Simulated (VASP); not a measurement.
# ZrSe2: the band gap up a ladder of functionals, part 3 of 6

How far up the ladder of functionals must one climb to get the gap of ZrSe2 right? LASPH is on for some levels and off for others; the table marks which. The start is a computed cell from the Materials Project.

VASP 6.6.1, plane waves and PAW; the level of theory is named at each step.

Still holding for the runs below: Spin-orbit coupling is off here; it would split degenerate levels.

So far, least gap on mesh and path (eV): step 2 (bands, level LDA, k 4×4×2) 0.289; step 3 (bands, level PBEsol, k 4×4×2) 0.330; step 4 (bands, level PBE, k 4×4×2) 0.391.

## Step 5: Bands with TB-mBJ, k 4×4×2

This step: TB-mBJ; plane waves and PAW (Zr_sv, Se) (VASP 6.6.1).

TB-mBJ is a local potential fitted to gaps: it costs far less than a hybrid but gives no energy.

File INCAR:

```
SYSTEM = ZrSe2
PREC = Accurate
ENCUT = 400
EDIFF = 1E-06
NELM = 150
ISMEAR = 0
SIGMA = 0.02
LREAL = .FALSE.
ALGO = Normal
METAGGA = MBJ
LASPH = .TRUE.
NBANDS = 25
LORBIT = 11
LWAVE = .FALSE.
LCHARG = .FALSE.
KPAR = 4
```

File POSCAR:

```
ZrSe2
1.0
    3.8111525102      0.0000000000      0.0000000000
   -1.9055762551      3.3005548915      0.0000000000
    0.0000000000      0.0000000000      6.3999068900
Zr Se
1 2
Direct
    0.0000000000      0.0000000000      0.0000000000
    0.6666666700      0.3333333300      0.7558824100
    0.3333333300      0.6666666700      0.2441175900
```

File KPOINTS:

```
Automatic mesh
0
Gamma
4 4 2
0 0 0
```

File KPOINTS_OPT:

```
Line mode
16
Line-mode
Reciprocal
  0.00000000   0.00000000   0.00000000 GAMMA
  0.50000000   0.00000000   0.00000000 M

  0.50000000   0.00000000   0.00000000 M
  0.33333333   0.33333333   0.00000000 K

  0.33333333   0.33333333   0.00000000 K
  0.00000000   0.00000000   0.00000000 GAMMA

  0.00000000   0.00000000   0.00000000 GAMMA
  0.00000000   0.00000000   0.50000000 A

  0.00000000   0.00000000   0.50000000 A
  0.50000000   0.00000000   0.50000000 L

  0.50000000   0.00000000   0.50000000 L
  0.33333333   0.33333333   0.50000000 H

  0.33333333   0.33333333   0.50000000 H
  0.00000000   0.00000000   0.50000000 A

  0.50000000   0.00000000   0.50000000 L
  0.50000000   0.00000000   0.00000000 M

  0.33333333   0.33333333   0.00000000 K
  0.33333333   0.33333333   0.50000000 H
```

Potentials, in the order of the species: Zr_sv and Se (PBE family, release 64).

Run with:

```sh
$ mpirun -np 4 vasp_std
```

Numbers of over 12 decimals in the logs are rounded to 6 here.

The program printed:

```text
[banner, memory and clock lines left out]
running    4 mpi-ranks, on    1 nodes
[...]
[... a notice as in an earlier step ...]

 LDA part: xc-table for (None), standard interpolation
 POSCAR, INCAR and KPOINTS ok, starting setup
[...]
entering main loop
       N       E                     dE             d eps       ncg     rms          rms(c)
DAV:   1     0.572844852462E+03    0.57284E+03   -0.98752E+03   408   0.714E+02
DAV:   2     0.421832375155E+03   -0.15101E+03   -0.14624E+03   507   0.204E+02
DAV:   3     0.413364017823E+03   -0.84684E+01   -0.82705E+01   654   0.397E+01
DAV:   4     0.413188364637E+03   -0.17565E+00   -0.17510E+00   519   0.542E+00
[...]
DAV:  52     0.417137465621E+03   -0.38509E-05   -0.23998E-10   200   0.580E-05    0.569E-05
DAV:  53     0.417137467205E+03    0.15840E-05   -0.11095E-10   200   0.395E-05    0.361E-05
DAV:  54     0.417137467626E+03    0.42149E-06   -0.31372E-11   200   0.266E-05
   1 F= 0.41713747E+03 E0= 0.41713747E+03  d E =-.882021E-29
 Start KPOINTS_OPT (optional k-point list driver)
k-point batch [1-8\144]
       N       E                     dE             ncg
DAV:   1    -0.630581483646E+03   -0.15540E+04      400
DAV:   2    -0.190989365166E+04   -0.12793E+04      505
DAV:   3    -0.197477270094E+04   -0.64879E+02      653
DAV:   4    -0.197570676159E+04   -0.93406E+00      512
DAV:   5    -0.197571726499E+04   -0.10503E-01      599
DAV:   6    -0.197571749333E+04   -0.22834E-03      528
DAV:   7    -0.197571749508E+04   -0.17474E-05      528
DAV:   8    -0.197571749511E+04   -0.33540E-07      376
[...]
k-point batch [137-144\144]
       N       E                     dE             ncg
DAV:   1    -0.895415996694E+03   -0.70752E+04      416
DAV:   2    -0.198406228554E+04   -0.10886E+04      502
DAV:   3    -0.203975699749E+04   -0.55695E+02      686
DAV:   4    -0.204067419364E+04   -0.91720E+00      455
DAV:   5    -0.204068628884E+04   -0.12095E-01      562
DAV:   6    -0.204068636512E+04   -0.76281E-04      479
DAV:   7    -0.204068636680E+04   -0.16793E-05      503
DAV:   8    -0.204068636683E+04   -0.30892E-07      317
```

Wall time 41 s (4 MPI ranks of Intel Xeon 6975P-C (Granite Rapids), shared host); peak memory 0.73 GiB.

From OUTCAR (step 5):

```text
  Total        8.2048930      8.2048930      9.1661010     -0.0000000     -0.0000000      0.0000000
  in kB      163.2926219    163.2926219    182.4224462     -0.0000000     -0.0000000      0.0000000
  external PRESSURE =     169.6692300 kB  Pullay stress =       0.0000000 kB

 POSITION                                       TOTAL-FORCE (eV/Angst)
 -----------------------------------------------------------------------------------
      0.00000      0.00000      0.00000         0.000000      0.000000      0.000000
      1.90558      1.10018      4.83758        -0.000000      0.000000      1.613661
     -0.00000      2.20037      1.56233         0.000000     -0.000000     -1.613661
 -----------------------------------------------------------------------------------
    total drift:                                0.000000      0.000000      0.000000

  FREE ENERGIE OF THE ION-ELECTRON SYSTEM (eV)
  ---------------------------------------------------
  free  energy   TOTEN  =       417.1374676262 eV

  energy  without entropy=      417.1374676262  energy(sigma->0) =      417.13746763

[... 2 parts as in an earlier step ...]

[... 1 further part left out ...]
[key lines of the parts left out:]
E-fermi :   3.8379
```

This functional is a potential without an energy, so its energies, forces and stress mean nothing and are not read.

Electronic bands along the path, in eV, zero at the valence-band top; v1 is the highest filled band, c1 the lowest empty one:

```csv
point,v4,v3,v2,v1,c1,c2,c3,c4
Γ,-2.59,-0.06,0.00,0.00,1.48,1.48,2.06,4.44
0.47 of the way,-2.42,-2.23,-0.86,-0.38,1.39,2.45,2.68,4.23
M,-2.42,-2.37,-1.75,-1.15,1.05,2.86,3.24,4.98
0.47 of the way,-2.26,-2.23,-2.01,-1.58,1.70,2.84,3.06,4.39
K,-3.21,-2.05,-2.05,-1.62,2.19,2.92,2.92,4.23
0.47 of the way,-2.95,-2.16,-1.73,-0.66,1.79,2.37,3.06,3.82
Γ,-2.59,-0.06,0.00,0.00,1.48,1.48,2.06,4.44
0.47 of the way,-2.58,-0.73,-0.05,-0.05,1.48,1.48,2.28,4.55
A,-2.57,-1.59,-0.10,-0.10,1.47,1.47,2.43,4.69
0.47 of the way,-2.43,-1.98,-0.85,-0.80,1.37,2.48,3.00,3.83
L,-2.53,-2.33,-0.96,-0.93,0.91,2.85,3.22,4.61
0.47 of the way,-2.39,-2.28,-1.75,-1.18,1.49,2.86,3.00,4.34
H,-3.06,-2.00,-1.91,-1.91,2.23,2.67,2.67,4.79
0.47 of the way,-2.40,-1.85,-1.71,-0.84,1.93,2.11,3.14,4.07
A,-2.57,-1.59,-0.10,-0.10,1.47,1.47,2.43,4.69
jump to L,-2.53,-2.33,-0.96,-0.93,0.91,2.85,3.22,4.61
0.53 of the way,-2.47,-2.33,-1.35,-1.06,1.00,2.86,3.23,4.80
M,-2.42,-2.37,-1.75,-1.15,1.05,2.86,3.24,4.98
jump to K,-3.21,-2.05,-2.05,-1.62,2.19,2.92,2.92,4.23
0.47 of the way,-3.20,-1.98,-1.98,-1.77,2.21,2.79,2.79,4.48
H,-3.06,-2.00,-1.91,-1.91,2.23,2.67,2.67,4.79
```

Of the projections kept (Zr, Se), the largest for each band there; the rest of the weight can lie on other orbitals:

```csv
point,v4,v3,v2,v1,c1,c2,c3,c4
Γ,Se 0.54,Se 0.99,Se 0.98,Se 0.98,Zr 0.96,Zr 0.96,Zr 0.86,Zr 0.57
M,Se 0.58,Se 0.65,Se 0.95,Se 0.95,Zr 0.80,Zr 0.99,Zr 0.95,Zr 0.65
K,Se 0.71,Se 0.76,Se 0.76,Se 0.93,Zr 0.95,Zr 0.81,Zr 0.81,Zr 0.80
Γ,Se 0.54,Se 0.99,Se 0.98,Se 0.98,Zr 0.96,Zr 0.96,Zr 0.86,Zr 0.57
A,Se 0.54,Se 0.99,Se 0.98,Se 0.98,Zr 0.96,Zr 0.96,Zr 0.78,Zr 0.56
L,Se 0.60,Se 0.67,Se 0.95,Se 0.96,Zr 0.84,Zr 0.99,Zr 0.95,Zr 0.68
```

The gap is 0.91 eV, indirect, from Γ to L. Against LDA that is +0.62 eV; this run took 3.2 times the core time. The gap lies -0.29 eV from the measured 1.20 eV.

## Step 6: Starting orbitals for the hybrid

This step: PBE; plane waves and PAW (Zr_sv, Se) (VASP 6.6.1).

A hybrid converges badly from random orbitals, so a cheap semilocal run writes a WAVECAR on the same mesh first.

File INCAR:

```
SYSTEM = ZrSe2
PREC = Accurate
ENCUT = 400
EDIFF = 1E-05
NELM = 100
ISMEAR = 0
SIGMA = 0.02
LREAL = .FALSE.
ALGO = Normal
GGA = PE
NBANDS = 18
LORBIT = 11
LWAVE = .TRUE.
LCHARG = .FALSE.
KPAR = 4
```

POSCAR is that of step 5.

KPOINTS is that of step 5.

Run with:

```sh
$ mpirun -np 4 vasp_std
```

The program printed:

```text
[... set-up lines as in an earlier step ...]
 entering main loop
       N       E                     dE             d eps       ncg     rms          rms(c)
DAV:   1     0.135775269199E+03    0.13578E+03   -0.10207E+04   296   0.995E+02
DAV:   2    -0.138191644869E+02   -0.14959E+03   -0.14639E+03   378   0.244E+02
DAV:   3    -0.210968007585E+02   -0.72776E+01   -0.72551E+01   472   0.503E+01
DAV:   4    -0.212164898447E+02   -0.11969E+00   -0.11959E+00   410   0.603E+00
DAV:   5    -0.212203203194E+02   -0.38305E-02   -0.38293E-02   392   0.766E-01    0.128E+01
DAV:   6    -0.195362441785E+02    0.16841E+01   -0.52740E+00   326   0.130E+01    0.508E+00
DAV:   7    -0.194802367982E+02    0.56007E-01   -0.45308E-01   394   0.368E+00    0.248E+00
DAV:   8    -0.194781796652E+02    0.20571E-02   -0.88788E-02   360   0.172E+00    0.464E-01
DAV:   9    -0.194793996486E+02   -0.12200E-02   -0.90394E-03   344   0.635E-01    0.241E-01
DAV:  10    -0.194797109370E+02   -0.31129E-03   -0.10155E-03   378   0.236E-01    0.730E-02
DAV:  11    -0.194797215262E+02   -0.10589E-04   -0.48636E-05   382   0.417E-02    0.269E-02
DAV:  12    -0.194797384146E+02   -0.16888E-04   -0.35524E-05   316   0.347E-02    0.952E-03
DAV:  13    -0.194797403634E+02   -0.19487E-05   -0.14508E-06   190   0.658E-03
   1 F= -.19479740E+02 E0= -.19479740E+02  d E =-.922014E-32
 writing wavefunctions
```

The job ended after 2.6 s (4 MPI ranks; peak memory 0.65 GiB; 8.3 s of CPU time).

OUTCAR, selected parts (step 6):

```text
   k-points           NKPTS =      8   k-points in BZ     NKDIM =      8   number of bands    NBANDS=     18

   NELECT =      24.0000    total number of electrons

 E-fermi :   3.9842

 k-point     1 :       0.0000    0.0000    0.0000
  band No.  band energies     occupation
    ...
      8       1.2098      2.00000
      9       1.2098      2.00000
     10       3.7035      2.00000
     11       3.8211      2.00000
     12       3.8211      2.00000
     13       4.8754      0.00000
     14       4.8754      0.00000
     15       5.3707      0.00000
     16       8.1679      0.00000
     17       8.1679      0.00000
    ...

  Total        0.4780581      0.4780581      0.5812271     -0.0000000      0.0000000      0.0000000
  in kB        9.5142456      9.5142456     11.5674991     -0.0000000      0.0000000      0.0000000
  external PRESSURE =      10.1986634 kB  Pullay stress =       0.0000000 kB

 POSITION                                       TOTAL-FORCE (eV/Angst)
 -----------------------------------------------------------------------------------
      0.00000      0.00000      0.00000         0.000000      0.000000      0.000000
      1.90558      1.10018      4.83758        -0.000000      0.000000     -0.092022
     -0.00000      2.20037      1.56233        -0.000000      0.000000      0.092022
 -----------------------------------------------------------------------------------
    total drift:                                0.000000      0.000000      0.000000

  FREE ENERGIE OF THE ION-ELECTRON SYSTEM (eV)
  ---------------------------------------------------
  free  energy   TOTEN  =       -19.4797403634 eV

  energy  without entropy=      -19.4797403634  energy(sigma->0) =      -19.47974036

[... 7 parts as in an earlier step ...]

[... 9 further parts left out ...]
```

The gap is read on the k-mesh alone, so it is an upper bound where the band edges lie off the mesh.

A gap read on the k-mesh alone can miss the band edges.

Numbers from this step:

| Item | Value |
| --- | --- |
| SCF cycles | 13 |
| bands | 18 |
| Fermi energy | 3.984 eV |
| pressure | 1.020 GPa |
| gap on the k-mesh | 0.3913 eV |
| least direct gap on the k-mesh | 1.054 eV |

Force by atom:

```csv
atom,x (eV/Å),y (eV/Å),z (eV/Å),size
Zr1,0.0000,0.0000,0.0000,0.0000
Se2,0.0000,0.0000,-0.0920,0.0920
Se3,0.0000,0.0000,0.0920,0.0920
```

## Step 7: Bands with HSE06, k 4×4×2

This step: HSE06; plane waves and PAW (Zr_sv, Se) (VASP 6.6.1).

HSE06 mixes in a quarter of exact exchange at short range, at far higher cost; in semiconductors this cures much of the gap error, while metals seldom gain.

File INCAR:

```
SYSTEM = ZrSe2
PREC = Accurate
ENCUT = 400
EDIFF = 1E-06
NELM = 100
ISMEAR = 0
SIGMA = 0.02
LREAL = .FALSE.
ALGO = Normal
LHFCALC = .TRUE.
AEXX = 0.25
GGA = PE
HFSCREEN = 0.2
LASPH = .TRUE.
NBANDS = 18
PRECFOCK = Fast
LORBIT = 11
LWAVE = .FALSE.
LCHARG = .FALSE.
KPAR = 4
```

POSCAR is that of step 6.

KPOINTS is that of step 6.

KPOINTS_OPT: that of step 5 with these lines changed.

```diff
@@ -1,3 +1,3 @@
 Line mode
-16
+6
 Line-mode
```

The run starts from files that an earlier step left in the folder.

Run with:

```sh
$ mpirun -np 4 vasp_std
```

The program printed:

```text
[banner, memory and clock lines left out]
running    4 mpi-ranks, on    1 nodes
[...]
LDA part: xc-table for (Slater+PW92), standard interpolation
 found WAVECAR, reading the header
 POSCAR, INCAR and KPOINTS ok, starting setup
[...]
reading WAVECAR
 the WAVECAR file was read successfully
 initial charge from wavefunction
 entering main loop
       N       E                     dE             d eps       ncg     rms          rms(c)
DAV:   1    -0.233805765667E+02   -0.23381E+02   -0.11552E+00   304   0.619E+00    0.293E+00
DAV:   2    -0.233420082230E+02    0.38568E-01   -0.93000E-02   306   0.230E+00    0.179E+00
DAV:   3    -0.233419295022E+02    0.78721E-04   -0.38824E-02   324   0.107E+00    0.109E+00
DAV:   4    -0.233418070131E+02    0.12249E-03   -0.29937E-03   386   0.356E-01    0.604E-01
DAV:   5    -0.233412881736E+02    0.51884E-03   -0.17292E-03   310   0.219E-01    0.306E-01
DAV:   6    -0.233413086926E+02   -0.20519E-04   -0.33365E-04   326   0.929E-02    0.154E-01
[...]
DAV:   9    -0.233412779182E+02    0.23712E-06   -0.19006E-06   256   0.111E-02
   1 F= -.23341278E+02 E0= -.23341278E+02  d E =-.346302E-35
 Start KPOINTS_OPT (optional k-point list driver)
k-point batch [1-8\54]
       N       E                     dE             ncg
DAV:   1    -0.784967643850E+03   -0.42742E+04      288
DAV:   2    -0.217090502285E+04   -0.13859E+04      362
DAV:   3    -0.229791592322E+04   -0.12701E+03      492
DAV:   4    -0.230223905076E+04   -0.43231E+01      382
DAV:   5    -0.230237083309E+04   -0.13178E+00      448
DAV:   6    -0.230237519747E+04   -0.43644E-02      448
DAV:   7    -0.230237529752E+04   -0.10006E-03      450
DAV:   8    -0.230237530007E+04   -0.25491E-05      306
DAV:   9    -0.230237530015E+04   -0.79016E-07      324
[...]
k-point batch [49-54\54]
       N       E                     dE             ncg
DAV:   1     0.697648423720E+03   -0.53159E+04      224
DAV:   2    -0.287706930075E+03   -0.98536E+03      252
DAV:   3    -0.360271658354E+03   -0.72565E+02      346
DAV:   4    -0.362726237845E+03   -0.24546E+01      288
DAV:   5    -0.362799217781E+03   -0.72980E-01      304
DAV:   6    -0.362801756098E+03   -0.25383E-02      328
DAV:   7    -0.362801803164E+03   -0.47066E-04      312
DAV:   8    -0.362801803964E+03   -0.79958E-06      240
```

It took 1.7 min on 4 MPI ranks; peak memory 1.2 GiB.

OUTCAR, selected parts (step 7):

```text
 POSITION                                       TOTAL-FORCE (eV/Angst)
 -----------------------------------------------------------------------------------
      0.00000      0.00000      0.00000         0.000000      0.000000      0.000000
      1.90558      1.10018      4.83758        -0.000000      0.000000      0.161612
     -0.00000      2.20037      1.56233        -0.000000      0.000000     -0.161612
 -----------------------------------------------------------------------------------
    total drift:                               -0.000000      0.000000      0.000000

  FREE ENERGIE OF THE ION-ELECTRON SYSTEM (eV)
  ---------------------------------------------------
  free  energy   TOTEN  =       -23.3412779182 eV

  energy  without entropy=      -23.3412779182  energy(sigma->0) =      -23.34127792

[... 1 part as in an earlier step ...]

[... 2 further parts left out ...]
[key lines of the parts left out:]
E-fermi :   3.4926
```

The k-mesh is coarse for exact exchange; levels may shift by about 0.1 eV on a finer one.

Electronic bands along the path, in eV, zero at the valence-band top; v1 is the highest filled band, c1 the lowest empty one:

```csv
point,v4,v3,v2,v1,c1,c2,c3,c4
Γ,-2.90,-0.11,0.00,0.00,1.89,1.89,2.47,5.24
0.40 of the way,-2.73,-2.20,-0.87,-0.31,1.79,2.83,3.03,4.78
M,-2.78,-2.70,-2.14,-1.39,1.31,3.51,3.88,5.80
0.40 of the way,-2.68,-2.65,-2.18,-1.96,1.94,3.46,3.71,5.24
K,-3.78,-2.43,-2.43,-1.98,2.62,3.53,3.53,4.97
0.40 of the way,-3.41,-2.62,-2.22,-1.06,2.23,2.99,3.76,4.43
Γ,-2.90,-0.11,0.00,0.00,1.89,1.89,2.47,5.24
0.40 of the way,-2.89,-0.74,-0.04,-0.04,1.89,1.89,2.67,5.35
A,-2.87,-1.98,-0.12,-0.12,1.87,1.87,2.85,5.56
0.40 of the way,-2.72,-2.05,-1.05,-0.90,1.77,2.86,3.56,4.36
L,-2.83,-2.70,-1.15,-1.14,1.14,3.50,3.87,5.46
0.40 of the way,-2.78,-2.67,-1.88,-1.36,1.68,3.48,3.67,5.12
H,-3.66,-2.45,-2.17,-2.17,2.69,3.18,3.18,5.67
0.40 of the way,-2.66,-2.28,-2.23,-1.19,2.40,2.56,3.75,4.83
A,-2.87,-1.98,-0.12,-0.12,1.87,1.87,2.85,5.56
jump to L,-2.83,-2.70,-1.15,-1.14,1.14,3.50,3.87,5.46
0.60 of the way,-2.75,-2.73,-1.76,-1.30,1.27,3.51,3.88,5.76
M,-2.78,-2.70,-2.14,-1.39,1.31,3.51,3.88,5.80
jump to K,-3.78,-2.43,-2.43,-1.98,2.62,3.53,3.53,4.97
0.40 of the way,-3.83,-2.34,-2.34,-2.13,2.65,3.39,3.39,5.20
H,-3.66,-2.45,-2.17,-2.17,2.69,3.18,3.18,5.67
```

Of the projections kept (Zr, Se), the largest for each band there; the rest of the weight can lie on other orbitals:

```csv
point,v4,v3,v2,v1,c1,c2,c3,c4
Γ,Se 0.55,Se 0.99,Se 0.98,Se 0.98,Zr 0.95,Zr 0.95,Zr 0.87,Zr 0.58
M,Se 0.65,Se 0.59,Se 0.95,Se 0.94,Zr 0.78,Zr 0.99,Zr 0.95,Zr 0.81
K,Se 0.71,Se 0.76,Se 0.76,Se 0.92,Zr 0.94,Zr 0.80,Zr 0.80,Zr 0.82
Γ,Se 0.55,Se 0.99,Se 0.98,Se 0.98,Zr 0.95,Zr 0.95,Zr 0.87,Zr 0.58
A,Se 0.54,Se 0.99,Se 0.98,Se 0.98,Zr 0.95,Zr 0.95,Zr 0.79,Zr 0.58
L,Se 0.60,Se 0.66,Se 0.94,Se 0.95,Zr 0.84,Zr 0.99,Zr 0.95,Zr 0.70
```

The electronic bands as a text plot (rows in eV, shown from -5.0 to 4.4 only):

```
    4.2 |                            ++
    3.8 |      ++++     ++             ++++++   ++++++   ++++
    3.4 |    +++++++++++  ++         ++++++++++       ++ ++++++++
    3.0 |  ++           ++        +++++        +++      +
    2.6 |++         ++++  ++++++++            ++++++++       ++++
    2.2 | +        +    ++++++      +        +    ++++++
    1.8 |++++     +           +++++++++     +           +
    1.4 |    +++++                     ++  +               ++
    1.0 |                                ++              ++
    0.7 |
    0.3 |
   -0.1 |****               ********                    *
   -0.5 | *               ****      *                 **
   -0.9 | *****         **  **  *   *****           ****
   -1.3 |    ****         **     *     ******     ****** ****
   -1.7 |      * *     *          * *       **  **         *
   -2.1 |  **   ******* ****       * **      *********  *   *****
   -2.5 |    **   ********             ***  * ******         ** *
   -2.9 |****  *****   *  ********************  **  *********
   -3.3 | ********  *  *******      *         *       **    *
   -3.6 |    **   ********          ***** **   *    **** *** ****
   -4.0 |    **     ****  **      **   ***  **********  *    ****
   -4.4 |  **  *   *             *           *  **
   -4.8 |**     ***         *****        ****            ****
         Γ      M    K        Γ   A       L    H       A|L M|K  H
```

The gap is 1.14 eV, indirect, from Γ to L. Against LDA that is +0.85 eV; this run took 7.9 times the core time, on fewer points of the path. The gap lies -0.06 eV from the measured 1.20 eV.

(Continued in part 4 of 6.)

[Lines on the potential files, build, host, timing and source positions are cut from VASP's logs without a mark.]

[Logs are printed without paths, hosts, clocks, repeated set-up lines and the standing remarks that a program may print on its own settings, such as how far it seeks lower states.]

[Hosts, paths, dates, database ids (printed as entryN), source tags and the programs' standing remarks are cut or masked in the printed files.]

[A measured line is paired with the nearest computed mode of its activity, which favours agreement.]

[In band tables of VASP the shares of atoms and orbitals are scaled to a sum of 1 inside the atoms' spheres.]
